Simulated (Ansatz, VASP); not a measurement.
**Two plane-wave programs on Si2Ni**

File INCAR:

```
PREC = Accurate ; ENCUT = 520
EDIFF = 1E-7 ; ISMEAR = -1
SIGMA = 0.05 ; LREAL = F
LASPH = T ; NELM = 150
ALGO = Normal ; ISIF = 2
LWAVE = F ; LCHARG = F
ISPIN = 2 ; MAGMOM = 1 0 0
LORBIT = 11 ; LMAXMIX = 4
GGA = PE ; NBANDS = 20
```

Contents of KPOINTS:

```
Automatic mesh
0
Gamma
  9 9 9
```

POSCAR

```
Si2Ni
1.0
    0.0000000000      2.6848585138      2.6848585138
    2.6848585138      0.0000000000      2.6848585138
    2.6848585138      2.6848585138      0.0000000000
Ni Si
1 2
Direct
    0.0000000000      0.0000000000      0.0000000000
    0.7500000000      0.7500000000      0.7500000000
    0.2500000000      0.2500000000      0.2500000000
```

The input input.yaml:

```yaml
crystal:
  lattice:
    - [0.0, 2.6848585138, 2.6848585138]
    - [2.6848585138, 0.0, 2.6848585138]
    - [2.6848585138, 2.6848585138, 0.0]
  atoms:
    - { symbol: Ni, position: [0.0, 0.0, 0.0], spin: 1.0 }
    - { symbol: Si, position: [0.75, 0.75, 0.75] }
    - { symbol: Si, position: [0.25, 0.25, 0.25] }
hamiltonian:
  xc: pbe
  pseudopotentials: { kind: paw }
magnetization:
  spin_polarized: true
kpoints:
  mp_grid: { grid: [9, 9, 9] }
scf:
  occupations: { method: fermi_dirac, width: 0.05 }
output:
  forces: true
  stress: true
  eigenvalues: true
  write_density: true
  write_potential: true
  elf: true
  volumetric_format: npy
```

Change from the starting cell: volume scaled by 0.98.

Alike in both runs: task single point; functional PBE; k mesh 9 × 9 × 9; occupations fermi-dirac, width 0.05 eV; collinear spin, ferromagnetic start.

|  | VASP | Ansatz |
| --- | --- | --- |
| version | VASP 6.6.1 | Ansatz 0.2.0 |
| potentials or method | VASP PAW PBE potentials, release 64 (Ni, Si) | Ansatz PAW |
| plane-wave cutoff (eV) | 520 | 420 |
| valence electrons in the cell | 18 | 26 |

|  | VASP | Ansatz | Ansatz less VASP |
| --- | --- | --- | --- |
| gap on the k mesh at the Fermi level (eV) | none | none | - |
| pressure (GPa) | 7.1 | 7.2 | +0.07 |
| net moment per atom (μB) | 0.00 | 0.00 | 0.000 |

A gap of «none» marks a metal or a gap that the smearing closes. The two sets of potentials don't hold the same shells in valence.

Caveats: the starting moments weren't kept (Ansatz).
